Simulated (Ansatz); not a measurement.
**Structures of WS2: which is lowest?**

Plane-wave DFT in Ansatz with scalar-relativistic PAW potentials, cutoff 420 eV, Γ-centred meshes chosen by cell and gap, Gaussian smearing with energies taken to zero width. Every cell was relaxed (cell and atoms) in a run of its own, within the symmetry of its start. Functional: PBE.

Relaxed structures (starts from databases or built by putting these elements on another compound's sites):
A. P-6m2, 3 atoms in the computed cell, a = 3.189 Å, c = 16.951 Å; sites (symmetry × multiplicity) W -6m2 × 1, S 3m. × 2; start: database
B. I4/mmm, 3 atoms in the computed cell, a = 2.963 Å, c = 13.321 Å; sites (symmetry × multiplicity) W 4/mmm × 2, S 4mm × 4; start: built
C. P-3m1, 6 atoms in the computed cell, a = 3.188 Å, c = 24.171 Å; sites (symmetry × multiplicity) W 3m. × 2, S 3m. × 2 + 3m. × 2; start: database
D. P6_3/mmc, 6 atoms in the computed cell, a = 3.188 Å, c = 14.871 Å; sites (symmetry × multiplicity) W -6m2 × 2, S 3m. × 4; start: database

Problem. Rank them by energy. Could pressure change the order?

Solution.
| structure | group | E − E(lowest) (meV/atom) | V (Å³/atom) | gap on mesh (eV) |
| --- | --- | --- | --- | --- |
| D | P6_3/mmc | 0.0 | 21.81 | 1.63 |
| C | P-3m1 | 0.8 | 35.45 | 1.73 |
| A | P-6m2 | 1.5 | 49.75 | 1.81 |
| B | I4/mmm | 464 | 19.49 | 0.00 |

D and C are level within the 2 meV/atom that separate runs leave open. B is denser by 2.32 Å³/atom, so pressure favours it: ΔE/ΔV, with ΔE in eV and 1 eV/Å³ = 160.2 GPa, gives about 32 GPa for equal enthalpy if both cells were rigid; at such pressures compression changes ΔV much, so this is a scale only. Without a dispersion term the weakly bound lowest cell is too large, so ΔV and this pressure are artefacts in part: a slight pressure closes the gap between layers first. Other structures may lie lower than all of these, and vibrations aren't counted.

Spin-orbit coupling is left out, which matters for the bands of heavy elements. Each cell of WS2 holds layers, and where no dispersion correction was added their binding is poorly described.